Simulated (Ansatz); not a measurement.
Computed with DFT PBE, scalar-relativistic, plane waves, PAW (Ansatz 0.2.0). All cells share a 420 eV cutoff and Γ-centred k meshes spaced at most about 0.3 Å⁻¹ (about 0.25 or finer for metals, 2π included). No spin polarisation in the final relaxations.

Temperature and zero-point effects are left out.

Compare these two cells of PtSe2, each relaxed at this level.

A. Space group P4/mmm (No. 123), tetragonal, a = 3.294 Å, c = 5.764 Å. Pt is surrounded by 8 Se at 2.78 Å and 4 Pt at 3.29 Å; around Se lie 1 Se at 2.73 Å, 4 Pt at 2.78 Å, 1 Se at 3.03 Å and 4 Se at 3.29 Å.

B. Space group P-6m2 (No. 187), hexagonal, a = 5.359 Å, c = 5.333 Å. Around Pt lie 2 Pt at 2.65–2.68 Å, 6 Se at 2.99 Å and 3 Se at 3.37 Å; around Se on a site of symmetry mm2 lie 4 Se at 2.64–2.72 Å, 4 Pt at 2.99 Å and 2 Se at 3.09 Å; Se on a site of symmetry -6m2 is surrounded by 6 Se at 3.09 Å and 6 Pt at 3.37 Å.

Question: Which is lower in energy, and by how much?

Answer: A is lower, by 0.57 eV/atom. A has space group P4/mmm (No. 123), 20.8 Å³/atom and no gap on its mesh; B has space group P-6m2 (No. 187), 22.1 Å³/atom and no gap. Counting Se atoms around Pt (those within 1.25 times the shortest such distance or 1.15 times the sum of covalent radii, 1.27 where that leaves under three; a plus sign parts nearer from farther groups), A has Pt 8 and B has Pt 6+3. The denser one is the lower, and pressure would at first widen the difference. Even the lower one lies +0.29 eV/atom against the reference forms of the elements (uncorrected), so neither is stable at this level. Both come from invented guesses. A third cell relaxed alike, in P-3m1 (a cell as deposited in COD), lies 0.69 eV/atom below the lower of the two.

These runs have no spin–orbit coupling, which can matter for Pt. Cells relaxed within their symmetry can be saddle points.
